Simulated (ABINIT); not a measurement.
# Zr (P6_3/mmc) in ABINIT: notebook

The runs below take Zr through band structure, equation of state, with WC, LDA-PZ, PBEsol, PBE, BP86.

Everything below comes from runs of ABINIT 10.8.3 (patched build). Logs are shortened: lines on timing, memory, paths and dates and some standing lists are left out, and cuts for length are marked. The log counts tension as positive stress, the text compression.

## (1) Starting point

Symmetry: P6_3/mmc, No. 194, hexagonal system. Conventional cell: a = 3.232 Å, b = 3.232 Å, c = 5.147 Å, α = 90.00°, β = 90.00°, γ = 120.00°. Zr (site symmetry -6m2) has 12 Zr at 3.18 to 3.23 Å as nearest neighbours.

## (2) Band structure, WC

Input file run.abi:

```
# Datasets: ground state, then fixed potential
ndtset 2

# Pseudopotentials
pp_dirpath "./"
pseudos "Zr.GGA_PBE-JTH.xml"

# Structure
acell 3*1.0
rprim
     6.1075948348     0.0000000000     0.0000000000
    -3.0537974174     5.2893322829     0.0000000000
     0.0000000000     0.0000000000     9.7264203634
ntypat 1
znucl 40
natom 2
typat 1 1
xred
     0.6666666667     0.3333333333     0.7500000000
     0.3333333333     0.6666666667     0.2500000000

# Plane-wave basis
ecut 17.0
pawecutdg 34.0

# Exchange and correlation
ixc 23

# Bands and occupations
occopt 3
tsmear 0.05 eV

# SCF cycle
nstep 100

# Output
iomode 3
prtwf 0
prteig 0
prtebands 0
enunit 1
prtden1 1

# Dataset 1
kptopt1 1
ngkpt1 9 9 5
nshiftk1 1
shiftk1 0.0 0.0 0.0
nband1 16
tolvrs1 1.0e-9

# Dataset 2: bands along G-M-K-G-A-L-H-A
iscf2 -2
getden2 1
nband2 20
nbdbuf2 2
tolwfr2 1.0e-12
kptopt2 -7
ndivsm2 6
prteig2 1
kptbounds2
     0.0000000000     0.0000000000     0.0000000000
     0.5000000000     0.0000000000     0.0000000000
     0.3333333333     0.3333333333     0.0000000000
     0.0000000000     0.0000000000     0.0000000000
     0.0000000000     0.0000000000     0.5000000000
     0.5000000000     0.0000000000     0.5000000000
     0.3333333333     0.3333333333     0.5000000000
     0.0000000000     0.0000000000     0.5000000000
```

Potentials or basis: JTH PAW PBE v2.0.

Started as:

```sh
> abinit run.abi > log 2>&1
```

run.abo:

```text
.Version 10.8.3 of ABINIT
 DATASET    1 : space group P6_3/m m c (#194); Bravais hP (primitive hexag.)
================================================================================
 Values of the parameters that define the memory need for DATASET  1.
     intxc =       0    ionmov =       0      iscf =      17    lmnmax =      18
     lnmax =       6     mgfft =      40  mpssoang =       3    mqgrid =    3001
     natom =       2  nloc_mem =       2    nspden =       1   nspinor =       1
    nsppol =       1      nsym =      24    n1xccc =       1    ntypat =       1
    occopt =       3   xclevel =       2
       mpw =        1062          nfft =       23040          nkpt =          36
 PAW method is used; the additional fine FFT grid is defined by:
   mgfftf=        54    nfftf =     69984
================================================================================
================================================================================

 DATASET    2 : space group P6_3/m m c (#194); Bravais hP (primitive hexag.)
================================================================================
 Values of the parameters that define the memory need for DATASET  2.
     intxc =       0    ionmov =       0      iscf =      -2    lmnmax =      18
     lnmax =       6     mgfft =      40  mpssoang =       3    mqgrid =    3001
     natom =       2  nloc_mem =       2    nspden =       1   nspinor =       1
    nsppol =       1      nsym =      24    n1xccc =       1    ntypat =       1
    occopt =       3   xclevel =       2
       mpw =        1086          nfft =       23040          nkpt =          67
 PAW method is used; the additional fine FFT grid is defined by:
   mgfftf=        54    nfftf =     69984
================================================================================
================================================================================

--------------------------------------------------------------------------------
------------- Echo of variables that govern the present computation ------------
--------------------------------------------------------------------------------
 -outvars: echo values of preprocessed input variables --------
            acell      1.0000000000E+00  1.0000000000E+00  1.0000000000E+00 Bohr
              amu      9.12240000E+01
             ecut      1.70000000E+01 Hartree
           enunit           1
           getden1          0
           getden2          1
             iscf1         17
             iscf2         -2
                       outvar_i_n : Printing only first  50 k-points.
              ixc          23
           jdtset        1    2
                       outvar_i_n : Printing only first  50 k-points.
           kptopt1          1
           kptopt2         -7
         kptrlatt        9    0    0      0    9    0      0    0    5
          kptrlen1     4.86321018E+01
          kptrlen2     3.00000000E+01
            natom           2
            nband1         16
            nband2         20
           nbdbuf1          0
           nbdbuf2          2
           ndtset           2
           ndivsm1          0
           ndivsm2          6
            ngfft          24      24      40
          ngfftdg          36      36      54
             nkpt1         36
             nkpt2         67
            nstep         100
             nsym          24
           ntypat           1
           occopt           3
        pawecutdg      3.40000000E+01 Hartree
         pawxcdev           0
        prtebands           0
           prteig1          0
           prteig2          1
            prtwf           0
            rprim      6.1075948348E+00  0.0000000000E+00  0.0000000000E+00
                      -3.0537974174E+00  5.2893322829E+00  0.0000000000E+00
                       0.0000000000E+00  0.0000000000E+00  9.7264203634E+00
           shiftk1     0.00000000E+00  0.00000000E+00  0.00000000E+00
[... 239 lines left out ...]
         ecut(hartree)=     17.000   => boxcut(ratio)=   2.11715

 Fine grid specifications (used for densities):

 getcut: wavevector=  0.0000  0.0000  0.0000  ngfft=  36  36  54
         ecut(hartree)=     34.000   => boxcut(ratio)=   2.11513
--------------------------------------------------------------------------------

================================================================================
 Non-SCF case, kpt    1 (  0.00000  0.00000  0.00000), residuals and eigenvalues=
  7.35E-13  6.11E-13  3.84E-13  4.57E-13  3.37E-13  6.27E-13  5.33E-13  8.64E-13
  6.03E-13  3.30E-13  9.95E-13  6.78E-13  2.66E-13  9.02E-13  2.33E-13  9.85E-13
  7.32E-13  1.60E-13  1.14E-12  4.61E-10
 -1.3882E+00 -1.3825E+00 -5.9939E-01 -5.6723E-01 -5.6723E-01 -5.6212E-01
 -5.6198E-01 -5.6198E-01  1.9652E-01  2.9308E-01  4.3617E-01  4.3617E-01
  4.4180E-01  4.4862E-01  4.6166E-01  4.6166E-01  4.8283E-01  4.8283E-01
  5.6782E-01  5.6782E-01
 Non-SCF case, kpt    2 (  0.04545  0.00000  0.00000), residuals and eigenvalues=
  1.48E-13  3.82E-13  4.25E-13  8.43E-13  7.51E-13  3.23E-13  7.87E-13  4.73E-13
  8.50E-13  6.77E-13  6.85E-13  9.22E-13  3.99E-13  6.05E-13  3.22E-13  1.69E-13
[... 511 lines left out ...]
  8.60E-14  5.89E-13  2.91E-13  5.63E-13  4.93E-13  8.08E-13  4.48E-13  9.10E-13
  2.45E-13  6.90E-13  1.63E-13  1.32E-12
 -1.3853E+00 -1.3853E+00 -5.8148E-01 -5.8148E-01 -5.6497E-01 -5.6497E-01
 -5.6474E-01 -5.6474E-01  2.6122E-01  2.6122E-01  4.0428E-01  4.0428E-01
  4.3235E-01  4.3235E-01  4.3409E-01  4.3409E-01  5.4933E-01  5.4933E-01
  5.5013E-01  5.5013E-01
 Non-SCF case, kpt   67 (  0.00000  0.00000  0.50000), residuals and eigenvalues=
  8.27E-13  7.29E-13  5.63E-13  6.39E-13  7.70E-13  9.64E-13  1.89E-13  4.61E-13
  2.92E-13  5.07E-13  4.99E-13  5.91E-13  1.78E-13  2.88E-13  5.94E-13  9.04E-13
  3.30E-13  8.82E-13  8.41E-13  5.23E-12
 -1.3854E+00 -1.3854E+00 -5.8141E-01 -5.8141E-01 -5.6462E-01 -5.6462E-01
 -5.6462E-01 -5.6462E-01  2.5941E-01  2.5941E-01  4.0648E-01  4.0648E-01
  4.3260E-01  4.3260E-01  4.3260E-01  4.3260E-01  5.4980E-01  5.4980E-01
  5.4980E-01  5.4980E-01

--- !ResultsGS
iteration_state: {dtset: 2, }
comment   : Summary of ground state results
lattice_vectors:
- [  6.1075948,   0.0000000,   0.0000000, ]
- [ -3.0537974,   5.2893323,   0.0000000, ]
- [  0.0000000,   0.0000000,   9.7264204, ]
lattice_lengths: [   6.10759,    6.10759,    9.72642, ]
lattice_angles: [ 90.000,  90.000, 120.000, ] # degrees, (23, 13, 12)
lattice_volume:   3.1421297E+02
convergence: {deltae:  0.000E+00, res2:  0.000E+00, residm:  9.982E-13, diffor:  0.000E+00, }
etotal    :  -9.50811505E+01
entropy   :   0.00000000E+00
fermie    :   4.05246724E-01
cartesian_stress_tensor: null
pressure_GPa: null
xred      :
- [  6.6667E-01,   3.3333E-01,   7.5000E-01, Zr]
- [  3.3333E-01,   6.6667E-01,   2.5000E-01, Zr]
cartesian_forces: null
force_length_stats: {min: null, max: null, mean: null, }
...

 Integrated electronic density in atomic spheres:
 ------------------------------------------------
 Atom  Sphere_radius  Integrated_density
    1        2.22030          9.00927891
    2        2.22030          9.00927891

================================================================================

 ----iterations are completed or convergence reached----

 Mean square residual over all n,k,spin=   49.572E-14; max=  99.816E-14
 reduced coordinates (array xred) for    2 atoms
       0.666666666667      0.333333333333      0.750000000000
       0.333333333333      0.666666666667      0.250000000000

 cartesian coordinates (angstrom) at end:
    1      1.61599999890620     0.93299803436845     3.86024999736178
    2      0.00000000000000     1.86599606873690     1.28674999912059
 length scales=  1.000000000000  1.000000000000  1.000000000000 bohr
              =  0.529177210544  0.529177210544  0.529177210544 angstroms
 Eigenvalues (   eV  ) for nkpt=  67  k points:
 kpt#   1, nband= 20, wtk=  1.00000, kpt=  0.0000  0.0000  0.0000 (reduced coord)
 -37.77575  -37.62019  -16.31034  -15.43512  -15.43512  -15.29619  -15.29235  -15.29235
   5.34748    7.97511   11.86868   11.86868   12.02204   12.20753   12.56246   12.56246
  13.13843   13.13843   15.45122   15.45122
 kpt#   2, nband= 20, wtk=  1.00000, kpt=  0.0455  0.0000  0.0000 (reduced coord)
 -37.77336  -37.61919  -16.30394  -15.44934  -15.43984  -15.30721  -15.29893  -15.29418
   5.40608    8.02933   11.66966   11.92263   12.08280   12.18856   12.50958   12.61312
  13.06448   13.08536   15.49132   15.64894
 kpt#   3, nband= 20, wtk=  1.00000, kpt=  0.0909  0.0000  0.0000 (reduced coord)
 -37.76635  -37.61632  -16.28499  -15.49084  -15.45341  -15.35020  -15.30718  -15.29967
   5.57864    8.18571   11.37267   11.74699   12.08345   12.32766   12.44304   12.76375
  12.90981   12.94157   15.59668   16.14140
 kpt#   4, nband= 20, wtk=  1.00000, kpt=  0.1364  0.0000  0.0000 (reduced coord)
 -37.75517  -37.61191  -16.25429  -15.55634  -15.47437  -15.41691  -15.32103  -15.30873
   5.85540    8.42308   11.05175   11.29520   12.13497   12.34784   12.67644   12.73652
  12.74040   13.01023   15.73552   16.78328
 kpt#   5, nband= 20, wtk=  1.00000, kpt=  0.1818  0.0000  0.0000 (reduced coord)
[... 237 lines left out ...]
   7.47055    7.47055   10.65887   10.65887   11.63767   11.63767   12.12543   12.12543
  14.85342   14.85342   15.08312   15.08312
 kpt#  65, nband= 20, wtk=  1.00000, kpt=  0.0513  0.0513  0.5000 (reduced coord)
 -37.69226  -37.69226  -15.82968  -15.82968  -15.40045  -15.40045  -15.37663  -15.37663
   7.25087    7.25087   10.84927   10.84927   11.72690   11.72690   11.93251   11.93251
  14.91015   14.91015   15.00553   15.00553
 kpt#  66, nband= 20, wtk=  1.00000, kpt=  0.0256  0.0256  0.5000 (reduced coord)
 -37.69702  -37.69702  -15.82299  -15.82299  -15.37371  -15.37371  -15.36725  -15.36725
   7.10827    7.10827   11.00091   11.00091   11.76484   11.76484   11.81222   11.81222
  14.94793   14.94793   14.96983   14.96983
 kpt#  67, nband= 20, wtk=  1.00000, kpt=  0.0000  0.0000  0.5000 (reduced coord)
 -37.69865  -37.69865  -15.82108  -15.82108  -15.36409  -15.36409  -15.36409  -15.36409
   7.05894    7.05894   11.06082   11.06082   11.77162   11.77162   11.77162   11.77162
  14.96078   14.96078   14.96078   14.96078

== END DATASET(S) ==============================================================
================================================================================

 -outvars: echo values of variables after computation  --------
            acell      1.0000000000E+00  1.0000000000E+00  1.0000000000E+00 Bohr
           etotal1    -9.5081150473E+01
            fcart1    -1.1021708610E-29 -6.3633864332E-30 -0.0000000000E+00
                       1.1021708610E-29  6.3633864332E-30 -0.0000000000E+00
            rprim      6.1075948348E+00  0.0000000000E+00  0.0000000000E+00
                      -3.0537974174E+00  5.2893322829E+00  0.0000000000E+00
                       0.0000000000E+00  0.0000000000E+00  9.7264203634E+00
           strten1     1.1470006869E-04  1.1470006886E-04  8.5932864520E-05
                       0.0000000000E+00  0.0000000000E+00  0.0000000000E+00
           xangst      1.6159999989E+00  9.3299803437E-01  3.8602499974E+00
                       2.3078772439E-16  1.8659960687E+00  1.2867499991E+00
             xred      6.6666666667E-01  3.3333333333E-01  7.5000000000E-01
                       3.3333333333E-01  6.6666666667E-01  2.5000000000E-01
 Calculation completed.
```

Run time: 41 s. Hardware: 1 thread of Arm Neoverse V1, shared host; peak memory 0.12 GiB.

Results:

- Free energy: -2587.2899 eV
- Pressure: -3.1 GPa
- Band gap on the k mesh: none (metal or under the smearing width)
- Valence electrons inside the program's atomic spheres: Zr 9.01 (radii [1.1749] Å)

Stress tensor (GPa, compression positive):
```
-3.37  0.00  0.00
 0.00 -3.37  0.00
 0.00  0.00 -2.53
```

Levels at the corners of the path, in eV from the Fermi level:
| point | band 9 | band 10 | band 11 | band 12 | band 13 | band 14 | band 15 | band 16 |
| --- | --- | --- | --- | --- | --- | --- | --- | --- |
| Γ | -5.68 | -3.05 | 0.84 | 0.84 | 0.99 | 1.18 | 1.54 | 1.54 |
| M | -2.58 | -2.53 | -2.15 | -0.22 | 0.51 | 0.77 | 1.45 | 4.89 |
| K | -2.11 | -1.37 | -1.37 | -1.14 | 0.25 | 0.25 | 1.78 | 4.31 |
| Γ | -5.68 | -3.05 | 0.84 | 0.84 | 0.99 | 1.18 | 1.54 | 1.54 |
| A | -3.97 | -3.97 | 0.03 | 0.03 | 0.74 | 0.74 | 0.74 | 0.74 |
| L | -2.88 | -2.88 | -1.07 | -1.07 | 1.62 | 1.62 | 2.19 | 2.19 |
| H | -1.47 | -1.47 | -1.28 | -1.28 | -0.03 | -0.03 | 2.02 | 2.02 |
| A | -3.97 | -3.97 | 0.03 | 0.03 | 0.74 | 0.74 | 0.74 | 0.74 |

Caveat: the PAW data sets were made with another functional, which shifts forces and pressure a little.

(Continued in part 2 of 3.)
